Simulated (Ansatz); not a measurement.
**TiSe2 (P-3m1): further runs on one cell**

Aim: for TiSe2 (P-3m1) in the cell below, make these runs: field gradients and densities at the nuclei; the cell as listed in the source, atoms relaxed.

A COD entry behind a cell of this session may itself be a prediction, so a difference from it is no test against experiment.

Computed with Ansatz 0.2.0 (DFT LDA, scalar-relativistic, plane waves, PAW, unless a step's input says otherwise).

## 1. Starting point

The structure is trigonal, space group P-3m1 (No. 164). Conventional cell: a = 3.439 Å, b = 3.439 Å, c = 5.799 Å, α = 90.00°, β = 90.00°, γ = 120.00°. Ti (site symmetry -3m) has 6 Se at 2.51 Å as nearest neighbours. Se (site symmetry 3m) has 3 Ti at 2.51 Å as nearest neighbours.

Structure file:

```cif
data_structure
_symmetry_space_group_name_H-M 'P-3m1'
_symmetry_Int_Tables_number 164
_cell_length_a 3.4386
_cell_length_b 3.4386
_cell_length_c 5.7992
_cell_angle_alpha 90.000
_cell_angle_beta 90.000
_cell_angle_gamma 120.000
_cell_volume 59.38
loop_
_atom_site_label
_atom_site_type_symbol
_atom_site_symmetry_multiplicity
_atom_site_Wyckoff_symbol
_atom_site_fract_x
_atom_site_fract_y
_atom_site_fract_z
_atom_site_occupancy
Ti1 Ti 1 a 0.00000 0.00000 0.00000 1
Se1 Se 2 d 0.33333 0.66667 0.26520 1
```

This cell comes from an earlier session at LDA: 19.794 Å³/atom at -0.01 GPa, on a 12×12×6 mesh.

## 2. Field gradients and densities at the nuclei

input.yaml reads:

```yaml
crystal:
  lattice:
    - [3.4385903701, 0.0, 0.0]
    - [-1.7192951851, 2.9779066137, 0.0]
    - [0.0, 0.0, 5.7992453357]
  atoms:
    - { symbol: Ti, position: [0.0, 0.0, 0.0] }
    - { symbol: Se, position: [0.3333333333, 0.6666666667, 0.2652047852] }
    - { symbol: Se, position: [0.6666666667, 0.3333333333, 0.7347952148] }
basis:
  ecutwfc: 420
  ecutrho_ratio: 4
kpoints:
  mp_grid: { grid: [12, 12, 6] }
hamiltonian:
  xc: lda
scf:
  occupations: { method: gaussian, width: 0.05 }
output:
  forces: true
  stress: true
  eigenvalues: true
  efg: { contact_densities: true, quadrupole_moments_barn: { Ti: 0.247 } }
```

On the command line:

```sh
ansatz run input.yaml --threads 4 --pin off --max-ram 10240MiB --backend cpu --events-out ev --progress --plain --runs-dir out
```

Output, shortened:

```text
Warning: RAYON_NUM_THREADS=4 ignored (pool sized by the plan → 4); use --threads N
[...]
Pseudopotentials: kind: paw
Pseudopotential: Ti, paw, valence charge 12, recommended cutoff 420 eV (normal), Ti.paw.azcp
Pseudopotential: Se, paw, valence charge 16, recommended cutoff 420 eV (normal), Se.paw.azcp
Functional definition: SPW92
[...]
Crystal: 3 atoms, lattice volume = 59.383 Å³
Basis set: ecut = 420 eV, 1135 PW (Γ)
Bands: 27, of which v1, the nominal top of the filled ones, is band 22 counted from 1 (21 counted from 0)
Symmetry: 12 space group operations
Space group: P-3m1 (ITA 164), of the structure as read, at distance tolerance 3.9e-5 Å
k-points: 100 of 864
[...]
SCF iter   1: F=—  HF=-13220.306203 eV  |F-HF|=—  |Δ(HF+E_count)|=         —  Δρ=5.55e-3  dr2=1.21e-2  ethr=1.77e-3  ⟨swp⟩=5.5  Hψ=9859  notcnv=0
[...]
SCF iter   6: F=-13220.304925 eV  HF=-13220.304925 eV  |F-HF|=7.07e-8  |Δ(HF+E_count)|=   9.40e-8  Δρ=1.04e-5  dr2=7.61e-8  ethr=2.27e-10  ⟨swp⟩=6.7  Hψ=11642  notcnv=0
[...]
SCF converged after 6 iterations
Free energy (F): -13220.304925 eV
[...]
E sigma→0 (E₀):  -13220.304305 eV
Entropy (-TS):   -0.001241 eV (-0.414 meV/atom)
Fermi energy:    10.754403 eV
[...]
--- Forces (eV/Å), atoms counted from 1 ---
  atom   1  Ti     0.00000000     0.00000000     0.00000000
  atom   2  Se     0.00000000     0.00000000    -0.00344648
  atom   3  Se    -0.00000000    -0.00000000     0.00344648
[...]
--- Stress (GPa, compression-positive) ---
       -0.003096      -0.000000       0.000000
       -0.000000      -0.003096      -0.000000
        0.000000      -0.000000      -0.036543
  P = ⅓ Tr σ = -0.0142 GPa (-0.142 kbar)
--- PAW observables at the nuclei: V_zz in 10²¹ V/m², potentials from the cell's mean, atoms counted from 1 ---
  atom   1  Ti V_zz =    -2.940156   η = 0.0000   by run symmetry: allowed   C_q = -17.5599 MHz
            electrostatic potential = -2528.279802 V   contact ρ = 56418.973017 e/Å³
  atom   2  Se V_zz =    -1.641758   η = 0.0000   by run symmetry: allowed
            electrostatic potential = -4712.553212 V   contact ρ = 261630.436464 e/Å³
  atom   3  Se V_zz =    -1.641758   η = 0.0000   by run symmetry: allowed
            electrostatic potential = -4712.553212 V   contact ρ = 261630.436464 e/Å³
--- Band table (eV; the first three rows and the last of 100) ---
  k-point 0: bands = ["-46.0242", "-36.7921", "-36.7921", "-36.7916", "-36.7916", "-36.7839", "-36.7839", "-36.7834", "-36.7834", "-36.7809", "-36.7803", "-22.5930", "-22.5592", "-22.5592", "-3.6698", "-1.9440", "4.8857", "8.4901", "8.4901", "11.2169", "11.2848", "11.2848", "11.3044", [...]
[...]
```

Run time: 3.1 s. Hardware: 4 threads of Intel Xeon Platinum 8488C (Sapphire Rapids), shared host; peak memory 0.52 GiB.

Result: volume 19.794 Å³/atom, pressure -0.01 GPa, no gap.

```csv
site,Vzz (10²¹ V/m²),η,isotope,CQ (MHz)
Ti1,-2.940,0.00,49Ti,-17.56
Se2,-1.642,0.00,-,-
Se3,-1.642,0.00,-,-
```

## 3. The cell as listed in the source

input.yaml, as its differences from that of step 2:

```diff
@@ -2,5 +2,5 @@
   lattice:
-    - [3.4385903701, 0.0, 0.0]
-    - [-1.7192951851, 2.9779066137, 0.0]
-    - [0.0, 0.0, 5.7992453357]
+    - [3.536, 0.0, 0.0]
+    - [-1.768, 3.0622658278, 0.0]
+    - [0.0, 0.0, 6.004]
   atoms:
@@ -22,2 +22,6 @@
   eigenvalues: true
+  populations: true
   efg: { contact_densities: true, quadrupole_moments_barn: { Ti: 0.247 } }
+relax:
+  f_tol: 0.01
+  max_steps: 40
```

On the command line:

```sh
ansatz run input.yaml --threads 4 --pin off --max-ram 10240MiB --backend cpu --events-out ev --progress --plain --runs-dir out
```

Output, shortened:

```text
Warning: output.stress: scf.convergence.dr2_threshold = 1e-7 eV (the SCF's general default) is looser than the 3e-10 eV advised for a printed stress (1e-10 eV for each atom of the cell: 3). What an SCF threshold leaves in a stress goes as its square root, and in the free energy as the [...]
Warning: RAYON_NUM_THREADS=4 ignored (pool sized by the plan → 4); use --threads N
[...]
[... 4 set-up lines as earlier in the session ...]
[...]
Crystal: 3 atoms, lattice volume = 65.012 Å³
Basis set: ecut = 420 eV, 1287 PW (Γ)
Bands: 27, of which v1, the nominal top of the filled ones, is band 22 counted from 1 (21 counted from 0)
[... 1 set-up line as earlier in the session ...]
Space group: P-3m1 (ITA 164), of the structure as read, at distance tolerance 4.0e-5 Å
k-points: 100 of 864
[...]
  atom   1  Ti V_zz =    -2.530146   η = 0.0000   by run symmetry: allowed   C_q = -15.1111 MHz
            electrostatic potential = -2526.550573 V   contact ρ = 56419.192983 e/Å³
  atom   2  Se V_zz =    -2.541152   η = 0.0000   by run symmetry: allowed
            electrostatic potential = -4711.152439 V   contact ρ = 261629.580673 e/Å³
  atom   3  Se V_zz =    -2.541152   η = 0.0000   by run symmetry: allowed
            electrostatic potential = -4711.152439 V   contact ρ = 261629.580673 e/Å³
--- Band table (eV; the first three rows and the last of 100) ---
[... band rows left out ...]
[...]
--- Relaxed structure (5 steps of the walk, 5 accepted, 0 SCFs on fresh bases) ---
  F+E_penalty+E_count = -13220.24079739 eV   max|allowed force component| = 7.362e-4 eV/Å
  atoms:
    - { symbol: Ti, position: [1.146689211922272e-33, -1.9391797868436007e-34, -4.815466011483476e-20] }
    - { symbol: Se, position: [0.33333333333333326, 0.6666666666666665, 0.2506251334755624] }
    - { symbol: Se, position: [0.6666666666666665, 0.33333333333333326, 0.7493748665244376] }
--- Löwdin populations: 3 sites ---
  site symbol       q [e]
     0     Ti     11.3189
     1     Se     16.2679
     2     Se     16.2679
  spilling = 0.003300 (of n_electrons = 44.000000)
```

It took 14 s on 4 threads of Intel Xeon Platinum 8488C (Sapphire Rapids), shared host; peak memory 0.56 GiB.

How the relaxation went:

| step | energy from step 1 (meV/atom) | largest force component (eV/Å) |
| --- | --- | --- |
| 1 | 0.0 | 0.871 |
| 2 | -2.0 | 0.917 |
| 3 | -26.0 | 0.069 |
| 4 | -26.1 | 0.001 |
| 5 | -26.1 | 0.001 |

Step 1 is the start.

This gives: volume 21.671 Å³/atom, pressure -3.41 GPa, a metal on this mesh.

```csv
site,Vzz (10²¹ V/m²),η,isotope,CQ (MHz)
Ti1,-2.530,0.00,49Ti,-15.11
Se2,-2.541,0.00,-,-
Se3,-2.541,0.00,-,-
```

## 4. Summary of results

| quantity | value |
| --- | --- |
| largest field gradient | -2.94 × 10²¹ V/m² at Ti1 |
| largest field gradient (listed cell) | -2.54 × 10²¹ V/m² at Se2 |
| pressure at the listed cell | -3.4 GPa |

In words: At the listed cell this level shows -3.4 GPa: it wants a smaller volume, 19.79 against 21.67 Å³/atom. No dispersion term is included, so distances between weakly bound layers or units are the least certain numbers.
